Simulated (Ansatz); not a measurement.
Write the native input for Ansatz 0.2.0 that does the following.

* Task: band structure
* Functional: PBE
* Potentials or basis: Ansatz PAW
* Cutoff: 420 eV (not typed: the program's choice for these potentials)
* k mesh: 7 × 7 × 7
* Occupations: fermi-dirac, width 0.05 eV
* Spin: collinear spin, ferromagnetic start
* Starting moments: [0.0, 2.0, 0.0, 0.0, 0.0] μB
* Path: [["G", "X", "M", "G", "R", "X"], ["M", "R"]]
* Points for each segment of the path: 14

The system is SrVO3.

```xyz
5
Lattice="3.8409 0.0000 0.0000 0.0000 3.8409 0.0000 0.0000 0.0000 3.8409" Properties=species:S:1:pos:R:3 pbc="T T T"
Sr    1.9204    1.9204    1.9204
V     0.0000    0.0000    0.0000
O     0.0000    0.0000    1.9204
O     0.0000    1.9204    0.0000
O     1.9204    0.0000    0.0000
```

One way to write it, as run:

input.yaml

```yaml
crystal:
  lattice:
    - [3.8409, 0.0, 0.0]
    - [0.0, 3.8409, 0.0]
    - [0.0, 0.0, 3.8409]
  atoms:
    - { symbol: Sr, position: [0.5, 0.5, 0.5] }
    - { symbol: V, position: [0.0, 0.0, 0.0], spin: 2.0 }
    - { symbol: O, position: [0.0, 0.0, 0.5] }
    - { symbol: O, position: [0.0, 0.5, 0.0] }
    - { symbol: O, position: [0.5, 0.0, 0.0] }
hamiltonian:
  xc: pbe
  pseudopotentials: { kind: paw }
magnetization:
  spin_polarized: true
kpoints:
  mp_grid: { grid: [7, 7, 7] }
  band_path:
    path:
      - [[0.0, 0.0, 0.0], [0.0, 0.5, 0.0], [0.5, 0.5, 0.0], [0.0, 0.0, 0.0], [0.5, 0.5, 0.5], [0.0, 0.5, 0.0]]
      - [[0.5, 0.5, 0.0], [0.5, 0.5, 0.5]]
    npoints: 14
scf:
  occupations: { method: fermi_dirac, width: 0.05 }
  n_extra_bands: 12
output:
  forces: true
  stress: true
  eigenvalues: true
  fatbands: false
```

Potentials or basis: Ansatz PAW.

The run is started by

```console
$ ansatz run input.yaml --threads 2 --pin off --max-ram 5632MiB --backend cpu --events-out ev --progress --plain --runs-dir out
```

It gave:

```json
{"Pressure": "2.4 GPa", "Band gap on the k mesh": "none (metal or under the smearing width)", "Net moment": "0.00 μB per cell", "Absolute moment": "0.00 μB per cell"}
```

Caveat: the pressure holds a Pulay correction of +0.7 GPa for the finite cutoff; semilocal functionals often make such compounds metallic where correlation or magnetic order opens a gap, which also shifts bond lengths; the starting moments weren't kept.

It took 2.5 s on 2 threads of AMD EPYC 9R45 96-Core Processor (Zen 5) (shared host), peak memory 0.46 GiB.
